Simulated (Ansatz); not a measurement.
# Ge (Fd-3m) in Ansatz: equation of state

Aim: energy against volume of Ge in PBEsol, for its equilibrium volume and stiffness.

All numbers are computed with Ansatz 0.2.0; they aren't measurements. Logs are shortened: lines on timing, memory, paths and dates and some standing lists are left out, and cuts for length are marked.

**Experimental background.**

From “Sub-monolayer structures of Ag overlayers on Ge(111): experimental observations and first-principles study”, 2019, arxiv:1908.00180, for a bulk crystal of Ge: bulk modulus 75.8 GPa.

The results are compared with them further down.

## 1. The crystal as given

The structure is cubic, space group Fd-3m (No. 227). Conventional cell: a = 5.658 Å, b = 5.658 Å, c = 5.658 Å, α = 90.00°, β = 90.00°, γ = 90.00°. Ge (site symmetry -43m) is surrounded by 4 Ge at 2.45 Å.

## 2. Equation of state, PBEsol

Potentials or basis: all-electron LAPW, scalar-relativistic.

No new run: the results of the series are fitted here.

Results:

```
Equilibrium volume                      : 22.85 Å³/atom
Bulk modulus                            : 66 GPa
Pressure derivative of the bulk modulus : 4.8 (rough: it moves with the points fitted)
```

Energy against volume, from the lowest point:
```tsv
volume (Å³/atom)	energy (meV/atom)
21.281	25.16
21.733	11.97
22.186	3.79
22.639	0.00
23.092	0.05
23.545	3.60
23.997	10.33
```

## 3. Comparison with measurements

Step 2. Measured bulk modulus of Ge: 75.8 GPa (quoted in “Sub-monolayer structures of Ag overlayers on Ge(111): experimental observations and first-principles study”, 2019, arxiv:1908.00180). This calculation gives 66 GPa (-12.8 %). The fit is for a static lattice scaled at fixed shape and fixed fractional positions. The cell as given is a measured one (22.64 Å³/atom); PBEsol puts the equilibrium volume +0.9 % from it, thermal expansion not counted.
